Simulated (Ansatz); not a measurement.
The system is KBr.

```
CELL_PARAMETERS angstrom
0.00000 3.30000 3.30000
3.30000 0.00000 3.30000
3.30000 3.30000 0.00000
ATOMIC_POSITIONS crystal
Br 0.50000 0.50000 0.50000
K 0.00000 0.00000 0.00000
```

- Program: Ansatz 0.2.0
- Task: relaxation of cell and atoms
- Functional: B3LYP
- Potentials or basis: Ansatz PAW
- Cutoff: 420 eV (not typed: the program's choice for these potentials)
- k mesh: 4 × 4 × 4
- Occupations: fermi-dirac, width 0.05 eV
- Spin: no spin polarisation

At the start: volume 35.94 Å³/atom.

Where does the relaxation end?

It ends after 5 steps and the volume is 38.32 Å³/atom (+6.6 %); space group Fm-3m (No. 225, to 0.05 Å).

Step by step:
```
step  energy change (eV)  largest force (eV/Å)  volume (Å³)
   1              0.0000                0.0000        71.87
   2             -0.0099                0.0000        74.10
   3             -0.0132                0.0000        76.36
   4             -0.0132                0.0000        76.64
   5             -0.0141                0.0000        76.64
```

Final structure:
```
CELL_PARAMETERS angstrom
0.00000 3.37138 3.37138
3.37138 0.00000 3.37138
3.37138 3.37138 0.00000
ATOMIC_POSITIONS crystal
Br 0.50000 0.50000 0.50000
K 0.00000 0.00000 0.00000
```

Caveat: the plane-wave basis is chosen anew once the cell has moved, so the energies of steps on either side of that aren't comparable; the PAW data sets come from PBE, with cores solved anew for the run's functional, which leaves a small shift of forces and pressure.
